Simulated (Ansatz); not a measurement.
# SnS2: the cost of one run

Program: Ansatz 0.2.0. Level of theory: DFT LDA, scalar-relativistic, plane waves, PAW. These are calculated values, not measurements.

2 further runs of the same task are left out: 2 set aside as unsound or not needed.

**1. The starting structure**

The structure is trigonal, space group P-3m1 (No. 164). The conventional cell has a = 3.632 Å, b = 3.632 Å, c = 5.699 Å, α = 90.00°, β = 90.00°, γ = 120.00°. Sn (site symmetry -3m) has 6 S at 2.56 Å as nearest neighbours. S (site symmetry 3m) has 3 Sn at 2.56 Å as nearest neighbours.

Coordinates:

```
Sn S
1.0
     3.63230    0.00000    0.00000
    -1.81615    3.14566    0.00000
     0.00000    0.00000    5.69861
Sn S
1 2
Direct
  0.00000 0.00000 0.00000
  0.66667 0.33333 0.25745
  0.33333 0.66667 0.74255
```

This cell was relaxed beforehand with the same method: volume 21.70 Å³/atom, gap on the mesh 1.04 eV.

**2. Relaxing at 3 GPa**

At a set pressure the run lowers the enthalpy E + PV, so the energy alone may rise along the way.

File input.yaml:

```yaml
crystal:
  lattice:
    - [3.6322974532, 0.0, 0.0]
    - [-1.8161487266, 3.1456618686, 0.0]
    - [0.0, 0.0, 5.6986094049]
  atoms:
    - { symbol: Sn, position: [0.0, 0.0, 0.0] }
    - { symbol: S, position: [0.6666666667, 0.3333333333, 0.2574471902] }
    - { symbol: S, position: [0.3333333333, 0.6666666667, 0.7425528098] }
basis:
  ecutwfc: 420
kpoints:
  mp_grid: { grid: [12, 12, 6] }
hamiltonian:
  xc: lda
scf:
  occupations: { method: fixed }
output:
  forces: true
  stress: true
  eigenvalues: true
  write_density: true
  write_potential: true
  elf: true
  volumetric_format: npy
relax:
  adjacent_minimum: "off"
  f_tol: 0.001
  max_steps: 60
  cell: { stress_tol: 0.02, p_target: 3.0 }
```

Launch:

```console
ansatz run input.yaml --threads 1 --pin off --max-ram 3072MiB --backend cpu --events-out ev --progress --plain --runs-dir out
```

Q: Estimate wall time and peak memory on 1 thread of AMD EPYC 7R43 (Zen 3), shared host.

About 39 s, with a peak of 0.45 GiB.
